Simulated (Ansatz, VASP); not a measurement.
# Ga in VASP and in Ansatz

Contents of INCAR:

```
PREC     = Accurate       # precision mode
ENCUT    = 520            # plane-wave cutoff, eV
EDIFF    = 1E-6           # SCF threshold, eV
ISMEAR   = 0              # smearing method
SIGMA    = 0.1            # smearing width, eV
LREAL    = False          # projectors in reciprocal space
LASPH    = True           # aspherical terms in the spheres
NELM     = 100            # most SCF steps
ALGO     = Normal         # electronic algorithm
ISIF     = 2              # what is computed and relaxed
LWAVE    = False          # write WAVECAR
LCHARG   = False          # write CHGCAR
GGA      = PS             # functional
NBANDS   = 34             # bands
```

Contents of KPOINTS:

```
regular mesh
0
Gamma
  12 12 10
```

The input POSCAR:

```
Ga
1.0
    2.2861806345     -4.2133932960      0.0000000000
    2.2861806345      4.2133932960      0.0000000000
    0.0000000000      0.0000000000      4.5659771970
Ga
4
Direct
    0.1420270296      0.8579729704      0.1143723104
    0.6420270296      0.3579729704      0.3856276896
    0.8579729704      0.1420270296      0.9385459183
    0.3579729704      0.6420270296      0.5614540817
```

Input for Ansatz:

```yaml
crystal:
  lattice:
    - [2.2861806345, -4.213393296, 0.0]
    - [2.2861806345, 4.213393296, 0.0]
    - [0.0, 0.0, 4.565977197]
  atoms:
    - { symbol: Ga, position: [0.1420270296, 0.8579729704, 0.1143723104] }
    - { symbol: Ga, position: [0.6420270296, 0.3579729704, 0.3856276896] }
    - { symbol: Ga, position: [0.8579729704, 0.1420270296, 0.9385459183] }
    - { symbol: Ga, position: [0.3579729704, 0.6420270296, 0.5614540817] }
basis:
  ecutwfc: 420
kpoints:
  mp_grid: { grid: [12, 12, 10] }
hamiltonian:
  xc: pbesol
scf:
  occupations: { method: gaussian, width: 0.1 }
output:
  forces: true
  stress: true
  eigenvalues: true
```

Alike in both runs: task single point; functional PBEsol; k mesh 12 × 12 × 10; occupations gaussian, width 0.1 eV; no spin polarisation.

```csv
,VASP,Ansatz
version,VASP 6.6.1,Ansatz 0.2.0
potentials or method,"VASP PAW PBE potentials, release 64 (Ga_d)","scalar-relativistic, plane waves, PAW"
plane-wave cutoff (eV),520,420
valence electrons in the cell,52,52
```

Ansatz gave:

| Property | Result |
| --- | --- |
| gap on the k mesh at the Fermi level (eV) | none |
| pressure (GPa) | -4.6 |
| largest component of the traceless stress (GPa) | 1.06 |
| rms of the force components (eV/Å) | 0.409 |

Task: Which values does VASP return?

Result: gap on the k mesh at the Fermi level (eV): none; pressure (GPa): -4.6; largest component of the traceless stress (GPa): 1.07; rms of the force components (eV/Å): 0.409.

Atom by atom the forces differ by 0.002 eV/Å (rms over components). A gap of «none» marks a metal or a gap that the smearing closes. The functional is the same, so the differences come from potentials, cutoffs and numerics.

Caveats: the PAW data sets were made with another functional, which shifts forces and pressure a little (VASP).
